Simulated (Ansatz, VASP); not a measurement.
# GaP in two plane-wave programs, part 2 of 2

One calculation is typed for both programs; each brings its own data sets. How far apart do they land? The structure shown is the end of the Ansatz relaxation below.

VASP 6.6.1 and Ansatz 0.2.0.

So far, gap on the k-mesh: step 4 (differences) 0.981.

### Step 6. VASP: single point, LDA, pair 2 (continued)

Level of this step: LDA; plane waves and PAW (P, Ga_d) (VASP).

Numbers of over 12 decimals in the logs are rounded to 6 here.

Parts of OUTCAR (step 6):

```text
  Total        0.0186093      0.0186093      0.9350380      0.0000000      0.0000000      0.0000000
  in kB        0.7721136      0.7721136     38.7954863      0.0000000      0.0000000      0.0000000
  external PRESSURE =      13.4465712 kB  Pullay stress =       0.0000000 kB

 POSITION                                       TOTAL-FORCE (eV/Angst)
 -----------------------------------------------------------------------------------
      4.09717      4.09717      3.88182        -0.000000     -0.000000      0.000000
      0.00000      0.00000      0.00000         0.000000      0.000000      0.000000
 -----------------------------------------------------------------------------------
    total drift:                               -0.000001     -0.000001      0.000000

  FREE ENERGIE OF THE ION-ELECTRON SYSTEM (eV)
  ---------------------------------------------------
  free  energy   TOTEN  =       -10.4335102130 eV

  energy  without entropy=      -10.4335102130  energy(sigma->0) =      -10.43351021

[... 1 part as in an earlier step ...]

[... 2 further parts left out ...]
[key lines of the parts left out:]
E-fermi :   5.6180
```

The run ends at a pressure of 1.34 GPa.

### Step 7. Comparison

Both answers:

```csv
quantity,Ansatz,VASP,difference
pressure (GPa),1.27,1.34,-0.07
gap on the k mesh (eV),0.846,0.848,-0.001
```

A gap on the mesh is an upper bound, since the band edges may lie between its points.

### Step 8. Ansatz: relaxation, LDA

This run makes the geometry at which the two programs are then compared. The cell compared in this pair holds 39.03 Å³, against 38.62 Å³ for the pair before.

The structure compared here is the end of the Ansatz relaxation.

input.yaml reads:

```yaml
crystal:
  lattice:
    - [0.0, 2.6957056917, 2.6687486348]
    - [2.6957056917, 0.0, 2.6687486348]
    - [2.6957056917, 2.6957056917, 0.0]
  atoms:
    - { symbol: P, position: [0.75, 0.75, 0.75] }
    - { symbol: Ga, position: [0.0, 0.0, 0.0] }
  conventional_axes: [[-1, 1, 1], [1, -1, 1], [1, 1, -1]]
kpoints:
  mp_grid: { grid: [12, 12, 12] }
hamiltonian:
  xc: lda
  pseudopotentials: { kind: paw, azcp: { folder: soft_1 }, xc_functional: pbe }
scf:
  occupations: { method: gaussian, width: 0.02 }
output:
  forces: true
  stress: true
  eigenvalues: true
relax:
  adjacent_minimum: "off"
  f_tol: 0.001
  max_steps: 60
  cell: { stress_tol: 0.01, fix: [c, angles] }
```

The run is started by

```bash
$ ansatz run input.yaml --threads 4 --pin off --max-ram 10240MiB --backend cpu --events-out ev --progress --plain --runs-dir out
```

Output:

```text
[...]
Crystal: 2 atoms, lattice volume = 38.787 Å³
Basis set: ecut = 420 eV, 741 PW (Γ)
Bands: 13, of which v1, the nominal top of the filled ones, is band 9 counted from 1 (8 counted from 0)
Symmetry: 8 space group operations
[...]
k-points: 163 of 1728 (time reversal used)
[...]
k-point 162: bands = [... 5 lower, -2.2897, 0.3346, 4.3936, 4.3936, 8.6554, 8.8533, 17.9935, 17.9935]
--- Relaxed structure (3 steps of the walk, 3 accepted, 1 SCFs on fresh bases) ---
[...]
cell:  # Å, volume = 39.0315 Å³
    - [0, 2.704201, 2.6687486348]
    - [2.704201, 0, 2.6687486348]
    - [2.704201, 2.704201, 0]
  atoms:
    - { symbol: P, position: [0.75, 0.75, 0.750000] }
    - { symbol: Ga, position: [0, 0, 0] }
[key lines of the parts left out:]
SCF converged after 7 iterations
Free energy (F): -4433.771515 eV
Fermi energy:    7.969539 eV
P = ⅓ Tr σ = 0.3395 GPa (3.395 kbar)
```

Between step 4 and this run (cell volume +0.7 %) the value for the gap on the k-mesh moves from 0.981 to 1.25.

### Step 9. VASP: single point, LDA, pair 3

The same cell, functional (in two slightly different forms), mesh and smearing now go to VASP, with its own data sets.

INCAR reads:

```
SYSTEM = GaP
PREC = Accurate
ENCUT = 500
EDIFF = 1E-06
NELM = 120
ISMEAR = 0
SIGMA = 0.02
LREAL = .FALSE.
ALGO = Normal
GGA = CA
NBANDS = 15
LORBIT = 11
LWAVE = .FALSE.
LCHARG = .FALSE.
ISIF = 2
LASPH = .TRUE.
GGA_COMPAT = .FALSE.
EFERMI = MIDGAP
KPAR = 2
```

POSCAR reads:

```
GaP
1.0
    0.0000000000      2.7042011872      2.6687486348
    2.7042011872      0.0000000000      2.6687486348
    2.7042011872      2.7042011872      0.0000000000
P Ga
1 1
Direct
    0.7500000000      0.7500000000      0.7500000000
    0.0000000000      0.0000000000      0.0000000000
```

KPOINTS reads:

```
Automatic mesh
0
Gamma
12 12 12
0 0 0
```

Potentials, in the order of the species: P and Ga_d (LDA family, release 64).

The run is started by

```bash
$ mpirun -np 2 vasp_std
```

Output:

```text
[... set-up lines as in an earlier step ...]
 entering main loop
       N       E                     dE             d eps       ncg     rms          rms(c)
DAV:   1     0.807869392380E+02    0.80787E+02   -0.90363E+03  5016   0.170E+03
DAV:   2    -0.434773580477E+01   -0.85135E+02   -0.80912E+02  5387   0.322E+02
DAV:   3    -0.106793881965E+02   -0.63317E+01   -0.63073E+01  6094   0.693E+01
DAV:   4    -0.107850337572E+02   -0.10565E+00   -0.10561E+00  6051   0.970E+00
[...]
DAV:  10    -0.104520229995E+02    0.32202E-05   -0.53047E-05  7524   0.906E-02    0.245E-02
DAV:  11    -0.104520290268E+02   -0.60273E-05   -0.89304E-06  6195   0.445E-02    0.763E-03
DAV:  12    -0.104520288137E+02    0.21306E-06   -0.46408E-07  4181   0.804E-03
   1 F= -.10452029E+02 E0= -.10452029E+02  d E =0.000000E+00
```

Parts of OUTCAR (step 9):

```text
  Total        0.0185095      0.0185095      0.2638714      0.0000000      0.0000000      0.0000000
  in kB        0.7597824      0.7597824     10.8314659      0.0000000      0.0000000      0.0000000
  external PRESSURE =       4.1170102 kB  Pullay stress =       0.0000000 kB

 POSITION                                       TOTAL-FORCE (eV/Angst)
 -----------------------------------------------------------------------------------
      4.05630      4.05630      4.00312         0.000000      0.000000      0.000000
      0.00000      0.00000      0.00000        -0.000000     -0.000000      0.000000
 -----------------------------------------------------------------------------------
    total drift:                               -0.000000     -0.000000     -0.000000

  FREE ENERGIE OF THE ION-ELECTRON SYSTEM (eV)
  ---------------------------------------------------
  free  energy   TOTEN  =       -10.4520288137 eV

  energy  without entropy=      -10.4520288137  energy(sigma->0) =      -10.45202881

[... 1 part as in an earlier step ...]

[... 2 further parts left out ...]
[key lines of the parts left out:]
E-fermi :   5.5625
```

The run ends at a pressure of 0.41 GPa.

### Step 10. Comparison

Both answers:

| quantity | Ansatz | VASP | difference |
| --- | --- | --- | --- |
| pressure (GPa) | 0.34 | 0.41 | -0.07 |
| gap on the k mesh (eV) | 1.251 | 1.252 | -0.001 |

A gap on the mesh is an upper bound, since the band edges may lie between its points.

### Step 11. What came out

```json
{
  "difference in gap on the k mesh (single point, LDA, pair 1)": "-0.0012 eV",
  "difference in gap on the k mesh (single point, LDA, pair 2)": "-0.0013 eV",
  "difference in gap on the k mesh (single point, LDA, pair 3)": "-0.0011 eV"
}
```

**Reading.** The difference in gap on the k mesh is -0.0013 eV (single point, LDA, pair 2), within the 0.08 eV picked in this series as the mark of a large difference. 4 further runs of this series are not shown here. How closely two codes agree says nothing of how well the functional describes the real material.

[Lines on the potential files, build, host, timing and source positions are cut from VASP's logs without a mark.]

[Logs are printed without paths, hosts, clocks, repeated set-up lines and the standing remarks that a program may print on its own settings, such as how far it seeks lower states.]

[Hosts, paths, dates, database ids (printed as entryN), source tags and the programs' standing remarks are cut or masked in the printed files.]
